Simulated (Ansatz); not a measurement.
Theory: Ansatz 0.2.0, DFT PBE, scalar-relativistic, plane waves, PAW. Settings: cutoff 420 eV, Γ-centred meshes spaced at most about 0.3 Å⁻¹, and about 0.25 Å⁻¹ or finer for metals (2π included), Gaussian smearing. No spin polarisation.

All energies are static (0 K, no zero-point motion).

Question: Which of these relaxed structures of NiO is the lowest in energy?
A.

Space group P4/mmm (No. 123). a = 2.832 Å, b = 2.832 Å, c = 3.357 Å, α = 90.00°, β = 90.00°, γ = 90.00°
| atom | site | symmetry | x | y | z |
| --- | --- | --- | --- | --- | --- |
| Ni | 1b | 4/mmm | 0.0000 | 0.0000 | 0.5000 |
| O | 1a | 4/mmm | 0.0000 | 0.0000 | 0.0000 |

B.

Space group Pmma (No. 51). a = 4.937 Å, b = 2.642 Å, c = 3.693 Å, α = 90.00°, β = 90.00°, γ = 90.00°
```json
{"atom": "Ni", "site": "2a", "symmetry": ".2/m.", "x": "0.0000", "y": "0.0000", "z": "0.0000"}
{"atom": "O", "site": "2f", "symmetry": "mm2", "x": "0.7500", "y": "0.5000", "z": "0.1683"}
```

Answer: B. The other, A, lies 224 meV/atom higher. Counting O atoms around Ni (those within 1.25 times the shortest such distance or 1.15 times the sum of covalent radii): B has Ni 4; A has Ni 2. Origin: A, invented; B, invented, then shaken at random and relaxed again. The lowest form computed isn't among them: it has space group P4_2/mmc (No. 131), 10.0 Å³/atom and lies 0.33 eV/atom below the best shown.

No dispersion correction is applied, so the spacing and binding between layers, chains or molecules are poorly described (Pmma), and this can change margins and order among such cells. In such compounds of Ni a zero gap at this level may well be an artefact, since no Hubbard U is applied. A magnetic state wasn't ruled out in cells without spin, among them Pmma. Cells relaxed within their symmetry can be saddle points. Some structure types and database cells were kept out of the candidates from the start, so a known form may be missing.
